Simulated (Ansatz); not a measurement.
A run of Ansatz 0.2.0 is set up as follows.

The input input.yaml:

```yaml
crystal:
  lattice:
    - [3.81369522, 0.0, 0.0]
    - [0.0, 3.81369522, 0.0]
    - [0.0, 0.0, 4.8869133]
  atoms:
    - { symbol: Sn, position: [0.5, 0.0, 0.76462614] }
    - { symbol: Sn, position: [0.0, 0.5, 0.23537386] }
    - { symbol: O, position: [0.0, 0.0, 0.0] }
    - { symbol: O, position: [0.5, 0.5, 0.0] }
hamiltonian:
  xc: rpbe
  pseudopotentials: { kind: paw }
kpoints:
  mp_grid: { grid: [7, 7, 6] }
  band_path:
    path:
      - [[0.0, 0.0, 0.0], [0.0, 0.5, 0.0], [0.5, 0.5, 0.0], [0.0, 0.0, 0.0], [0.0, 0.0, 0.5], [0.0, 0.5, 0.5], [0.5, 0.5, 0.5], [0.0, 0.0, 0.5]]
      - [[0.0, 0.5, 0.0], [0.0, 0.5, 0.5]]
      - [[0.5, 0.5, 0.0], [0.5, 0.5, 0.5]]
    npoints: 14
scf:
  occupations: { method: fermi_dirac, width: 0.05 }
  n_extra_bands: 10
output:
  forces: true
  stress: true
  eigenvalues: true
  fatbands: false
```

Potentials or basis: Ansatz PAW.

Command:

```sh
$ ansatz run input.yaml --threads 2 --pin off --max-ram 5632MiB --backend cpu --events-out ev --progress --plain --runs-dir out
```

(1) What does it give for the band gap along the path?

(2) Estimate the band gap on the k mesh.

(3) What does it give for the pressure?

Answers

(1) 0.14 eV, indirect (least direct gap 2.07 eV).

(2) 0.36 eV, indirect (least direct gap 2.09 eV).

(3) 6.2 GPa.

Caveat: the k mesh misses the band edges, so the gap on the mesh is wider than the one along the path; the pressure holds a Pulay correction of +0.4 GPa for the finite cutoff; spin-orbit coupling is left out, which moves the levels of the heavy elements; the PAW data sets come from PBE, with cores solved anew for the run's functional, which leaves a small shift of forces and pressure.
